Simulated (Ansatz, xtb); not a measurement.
Ranking isomers of C6H6O

6 gas-phase structures of C6H6O, from a drawn sample of its isomers (lower ones may exist). Each was relaxed with GFN2-xTB; where two conformers were screened, the lower at r2SCAN-D4/def2-SVP is listed:

A. `C[C@@H]1C=CC1=C=O`, a singlet
B. `CC#C/C=C/C=O`, a singlet
C. `C=C1C=C(C)C1=O`, a singlet
D. `Oc1ccccc1`, a singlet
E. `C=Cc1ccco1`, a singlet
F. `C#CC1=CCCO1`, a singlet

Task: Make a reasoned guess at their ranking by r2SCAN-D4/def2-SVP single-point energy.

Result: Calculated order at r2SCAN-D4/def2-SVP: D (0.000), E (1.207), C (2.082), B (2.606), A (2.618), F (3.050) eV. Less than 1 kcal/mol parts B and A, so the order within that pair means little.

Energies above the lowest of each column, in eV; the last columns are at PBE-D3(BJ)/def2-SVP geometries and were run for some of them only (a dash: not run or not comparable):

```csv
structure,GFN2-xTB,HF/STO-3G,r2SCAN-D4/def2-SVP,PBE-D3(BJ)/def2-SVP,CCSD(T)/def2-SVP + ΔMP2/def2-TZVPP
D,0.000,0.000,0.000,0.000,0.000
E,0.728,0.950,1.207,1.123,1.166
C,2.097,2.331,2.082,1.927,1.948
B,2.531,3.037,2.606,–,–
A,2.079,2.875,2.618,–,–
F,2.077,1.884,3.050,–,–
```

Every level run on D puts it lowest or level with the lowest. Flexible structures stand in one conformer each, not always the lowest. Frequencies (GFN2-xTB) were run for C, D, E alone. ΔMP2 is the change of the MP2 energy from the smaller to the larger basis.

Over these structures GFN2-xTB departs from r2SCAN-D4/def2-SVP by 0.322 eV on average once a common shift is removed. A GFN2-xTB relaxation took about 0.091 s and the r2SCAN-D4/def2-SVP energy about 4.5 s on a shared host (Ansatz 0.2.0, xtb 6.7.1).
